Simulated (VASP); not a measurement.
Level of theory: optB88-vdW, VASP's PBE PAW potentials (set 64) (plane waves; VASP).

VASP input:

KPOINTS:
```
Automatic mesh
0
gamma
7 7 7
0 0 0
```

File POSCAR:
```
CsCl
8.1209750
  0.5000000054   0.0000000000   0.0000000000
  0.0000000000   0.5000000054   0.0000000000
  0.0000000000   0.0000000000   0.5000000054
Cs Cl
1 1
Direct
  0.0000000000   0.0000000000   0.0000000000
  0.5000000000   0.5000000000   0.5000000000
```

**INCAR**
```
SYSTEM=CsCl
PREC=Accurate; ENCUT=520; LREAL=.FALSE.
LASPH=.TRUE.
EDIFF=1E-7; NELM=100; ALGO=Normal
LMAXMIX=4
ISMEAR=0; SIGMA=0.05
GGA=BO; LUSE_VDW=.TRUE.; AGGAC=0.0
PARAM1=0.1833333333; PARAM2=0.22
ISIF=2
LWAVE=.FALSE.; LCHARG=.FALSE.
```

POTCAR, in this order: Cs_sv Cl (PBE.64 set). Program: vasp_std.

The resulting files:

**OUTCAR**
```
 ion  position               nearest neighbor table
   1  0.000  0.000  0.000-
   2  0.500  0.500  0.500-
  LATTYP: Found a simple cubic cell.
 ALAT       =     4.0604875437
 Subroutine PRICEL returns:
 Original cell was already a primitive cell.
 Subroutine GETGRP returns: Found 48 space group operations
The static configuration has the point symmetry O_h .
The dynamic configuration has the point symmetry O_h .
 Subroutine INISYM returns: Found 48 space group operations
 Subroutine IBZKPT returns following result:
 Found     20 irreducible k-points:

 Following reciprocal coordinates:
            Coordinates               Weight
  0.000000  0.000000  0.000000      1.000000
  0.142857  0.000000  0.000000      6.000000
  0.285714  0.000000  0.000000      6.000000
  0.428571  0.000000  0.000000      6.000000
  0.142857  0.142857  0.000000     12.000000
  0.285714  0.142857  0.000000     24.000000
  0.428571  0.142857  0.000000     24.000000
  0.285714  0.285714  0.000000     12.000000
  0.428571  0.285714  0.000000     24.000000
  0.428571  0.428571  0.000000     12.000000
  0.142857  0.142857  0.142857      8.000000
  0.285714  0.142857  0.142857     24.000000
  0.428571  0.142857  0.142857     24.000000
  0.285714  0.285714  0.142857     24.000000
  0.428571  0.285714  0.142857     48.000000
  0.428571  0.428571  0.142857     24.000000
  0.285714  0.285714  0.285714      8.000000
  0.428571  0.285714  0.285714     24.000000
  0.428571  0.428571  0.285714     24.000000
  0.428571  0.428571  0.428571      8.000000
   k-points           NKPTS =     20   k-points in BZ     NKDIM =     20   number of bands    NBANDS=     12
   number of dos      NEDOS =    301   number of ions     NIONS =      2
   total plane-waves  NPLWV =  27000
   dimension x,y,z NGX =    30 NGY =   30 NGZ =   30
   dimension x,y,z NGXF=    60 NGYF=   60 NGZF=   60
   ions per type =               1   1
   PREC   = accura    normal or accurate (medium, high low for compatibility)
   ISTART =      0    job   : 0-new  1-cont  2-samecut
   ICHARG =      2    charge: 1-file 2-atom 10-const
   ISPIN  =      1    spin polarized calculation?
   LNONCOLLINEAR =      F non collinear calculations
   LSORBIT =      F    spin-orbit coupling
   INIWAV =      1    electr: 0-lowe 1-rand  2-diag
   ENCUT  =  520.0 eV  38.22 Ry    6.18 a.u.   7.55  7.55  7.55*2*pi/ulx,y,z
   NELM   =    100;   NELMIN=  2; NELMDL= -5     # of ELM steps
   EDIFF  = 0.1E-06   stopping-criterion for ELM
   LREAL  =      F    real-space projection
   NLSPLINE    = F    spline interpolate recip. space projectors
   LMAXMIX     =    4 max onsite mixed and CHGCAR
   VOSKOWN=      0    Vosko Wilk Nusair interpolation
   EDIFFG = 0.1E-05   stopping-criterion for IOM
   NSW    =      0    number of steps for IOM
   NBLOCK =      1;   KBLOCK =      1    inner block; outer block
   IBRION =     -1    ionic relax: 0-MD 1-quasi-New 2-CG
   NFREE  =      0    steps in history (QN), initial steepest desc. (CG)
   ISIF   =      2    stress and relaxation
   ISYM   =      2    0-nonsym 1-usesym 2-fastsym
   TEIN   =    0.0    initial temperature
   TEBEG  =    0.0;   TEEND  =   0.0 temperature during run
   SMASS  =  -3.00    Nose mass-parameter (am)
   PSTRESS=    0.0 pullay stress
   NELECT =      16.0000    total number of electrons
   EFERMI =   0.00;   METHOD = LEGACY
   ISMEAR =     0;   SIGMA  =   0.05  broadening in eV -4-tet -1-fermi 0-gaus
   IALGO  =     38    algorithm
   LDIAG  =      T    sub-space diagonalisation (order eigenvalues)
   IMIX   =      4    mixing-type and parameters
     AMIX     =   0.40;   BMIX     =  1.00
     AMIX_MAG =   1.60;   BMIX_MAG =  1.00
...
```

**OSZICAR**
```
       N       E                     dE             d eps       ncg     rms          rms(c)
DAV:   1     0.105255010194E+03    0.10526E+03   -0.71852E+03   480   0.117E+03
DAV:   2     0.439940712336E+01   -0.10086E+03   -0.94468E+02   752   0.193E+02
DAV:   3    -0.269327292189E+01   -0.70927E+01   -0.70643E+01   608   0.592E+01
DAV:   4    -0.277055478938E+01   -0.77282E-01   -0.77253E-01   580   0.733E+00
DAV:   5    -0.277165697391E+01   -0.11022E-02   -0.11019E-02   616   0.889E-01    0.231E+00
DAV:   6    -0.238566593935E+01    0.38599E+00   -0.69129E-01   552   0.482E+00    0.160E+00
DAV:   7    -0.234004583519E+01    0.45620E-01   -0.21348E-01   648   0.264E+00    0.989E-01
DAV:   8    -0.233844101986E+01    0.16048E-02   -0.15617E-02   572   0.100E+00    0.136E-01
DAV:   9    -0.233826059997E+01    0.18042E-03   -0.28808E-03   644   0.347E-01    0.103E-01
DAV:  10    -0.233842388730E+01   -0.16329E-03   -0.25092E-04   560   0.156E-01    0.171E-02
DAV:  11    -0.233843891835E+01   -0.15031E-04   -0.19548E-05   616   0.429E-02    0.438E-03
DAV:  12    -0.233843933801E+01   -0.41965E-06   -0.55393E-06   572   0.162E-02    0.297E-03
DAV:  13    -0.233843916267E+01    0.17534E-06   -0.42217E-07   608   0.463E-03    0.106E-03
DAV:  14    -0.233843920046E+01   -0.37798E-07   -0.16628E-07   436   0.247E-03
   1 F= -.23384392E+01 E0= -.23384392E+01  d E =-.551233E-11
```

**OUTCAR**
```
------------------------ aborting loop because EDIFF is reached ----------------------------------------
  FORCE on cell =-STRESS in cart. coord.  units (eV):
  Direction    XX          YY          ZZ          XY          YZ          ZX
  --------------------------------------------------------------------------------------
  Total        0.2835526      0.2835526      0.2835526      0.0000000      0.0000000      0.0000000
  in kB        6.7859342      6.7859342      6.7859342      0.0000000      0.0000000      0.0000000
  external PRESSURE =       6.7859342 kB  Pullay stress =       0.0000000 kB
  volume of cell :       66.95
      direct lattice vectors                 reciprocal lattice vectors
     4.060487544  0.000000000  0.000000000     0.246275845  0.000000000  0.000000000
     0.000000000  4.060487544  0.000000000     0.000000000  0.246275845  0.000000000
     0.000000000  0.000000000  4.060487544     0.000000000  0.000000000  0.246275845
 POSITION                                       TOTAL-FORCE (eV/Angst)
 -----------------------------------------------------------------------------------
      0.00000      0.00000      0.00000         0.000000      0.000000      0.000000
      2.03024      2.03024      2.03024         0.000000      0.000000      0.000000
 -----------------------------------------------------------------------------------
    total drift:                                0.000000      0.000000     -0.000000
  FREE ENERGIE OF THE ION-ELECTRON SYSTEM (eV)
  ---------------------------------------------------
  free  energy   TOTEN  =        -2.3384392005 eV

  energy  without entropy=       -2.3384392005  energy(sigma->0) =       -2.33843920
```
(Selected blocks of OUTCAR.)

The compound is CsCl in the CsCl type structure. This cell is one point of a volume scan, at 0.97 of the reference volume.
